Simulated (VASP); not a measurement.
Output of a VASP run:

### OSZICAR
```
       N       E                     dE             d eps       ncg     rms          rms(c)
DAV:   1     0.217028397939E+03    0.21703E+03   -0.21099E+04  1256   0.178E+03
DAV:   2    -0.279554101410E+02   -0.24498E+03   -0.23819E+03  1556   0.375E+02
DAV:   3    -0.372484233522E+02   -0.92930E+01   -0.92721E+01  1420   0.734E+01
DAV:   4    -0.373097053720E+02   -0.61282E-01   -0.61269E-01  1360   0.669E+00
DAV:   5    -0.373100256069E+02   -0.32023E-03   -0.32018E-03  1400   0.486E-01    0.989E+00
DAV:   6    -0.347349541390E+02    0.25751E+01   -0.98322E+00  1360   0.249E+01    0.278E+00
DAV:   7    -0.346785108213E+02    0.56443E-01   -0.11796E-01  1300   0.249E+00    0.175E+00
DAV:   8    -0.346534037025E+02    0.25107E-01   -0.22708E-02  1404   0.199E+00    0.151E-01
DAV:   9    -0.346532366565E+02    0.16705E-03   -0.19534E-03  1404   0.357E-01    0.545E-02
DAV:  10    -0.346532689198E+02   -0.32263E-04   -0.70705E-05  1340   0.755E-02    0.311E-03
DAV:  11    -0.346532688861E+02    0.33752E-07   -0.16519E-06   924   0.111E-02
   1 F= -.27900060E+02 E0= -.27900060E+02  d E =-.279001E+02
```

### OUTCAR
```
------------------------ aborting loop because EDIFF is reached ----------------------------------------
  FORCE on cell =-STRESS in cart. coord.  units (eV):
  Direction    XX          YY          ZZ          XY          YZ          ZX
  --------------------------------------------------------------------------------------
  Total        6.8403217      6.8403217      6.8441937      0.0000000      0.0000000      0.0000000
  in kB      202.5798846    202.5798846    202.6945552      0.0000000      0.0000000      0.0000000
  external PRESSURE =       2.6181081 kB  Pullay stress =     200.0000000 kB
  volume of cell :       54.10
      direct lattice vectors                 reciprocal lattice vectors
     4.327950215  0.000000000  0.000000000     0.231056262  0.000000000  0.000000000
     0.000000000  4.327950215  0.000000000     0.000000000  0.231056262  0.000000000
     0.000000000  0.000000000  2.888193431     0.000000000  0.000000000  0.346237198
 POSITION                                       TOTAL-FORCE (eV/Angst)
 -----------------------------------------------------------------------------------
      0.00000      0.00000      0.00000         0.000000      0.000000      0.000000
      2.16398      2.16398      1.44410         0.000000      0.000000      0.000000
      1.30401      1.30401      0.00000         0.012150      0.012150     -0.000000
      3.46798      0.85997      1.44410         0.012150     -0.012150      0.000000
      0.85997      3.46798      1.44410        -0.012150      0.012150     -0.000000
      3.02394      3.02394      0.00000        -0.012150     -0.012150      0.000000
 -----------------------------------------------------------------------------------
    total drift:                                0.000000     -0.000000     -0.000000
  FREE ENERGIE OF THE ION-ELECTRON SYSTEM (eV)
  ---------------------------------------------------
  free  energy   TOTEN  =       -34.6532688861 eV

  energy  without entropy=      -34.6532688861  energy(sigma->0) =      -34.65326889
  enthalpy is  TOTEN    =       -27.9000597073 eV   P V=        6.7532091788

 reached required accuracy - stopping structural energy minimisation
```
(Selected blocks of OUTCAR.)

File POSCAR:
```
MgF2
1
    4.3279502155    -0.0000000000     0.0000000000
   -0.0000000000     4.3279502155     0.0000000000
    0.0000000000     0.0000000000     2.8881934315
Mg F
2 4
Direct
  0.0000000000   0.0000000000   0.0000000000
  0.5000000000   0.5000000000   0.5000000000
  0.3012992083   0.3012992083   1.0000000000
  0.8012992083   0.1987007917   0.5000000000
  0.1987007917   0.8012992083   0.5000000000
  0.6987007917   0.6987007917   0.0000000000
```

**Question.** Write an INCAR and KPOINTS that could have produced this output.

**Answer.** Several could match; the one computed here: the input of the run itself, LDA (Ceperley-Alder, Perdew-Zunger), plane waves, VASP's LDA PAW potentials (set 64).

KPOINTS:
```
Automatic mesh
0
Gamma
5 5 8
0 0 0
```

### INCAR
```
ALGO = Normal
EDIFF = 1E-6
EDIFFG = -0.02
ENCUT = 620
IBRION = 2
ISIF = 3
ISMEAR = 0
LASPH = .TRUE.
LCHARG = .FALSE.
LREAL = .FALSE.
LWAVE = .FALSE.
NELM = 100
NSW = 40
PREC = Accurate
PSTRESS = 200
SIGMA = 0.05
SYSTEM = MgF2
```

POTCAR, in this order: Mg F (LDA.64 set). Program: vasp_std.

The compound is MgF2 in the rutile structure. It was relaxed first under an external pressure of 20 GPa.
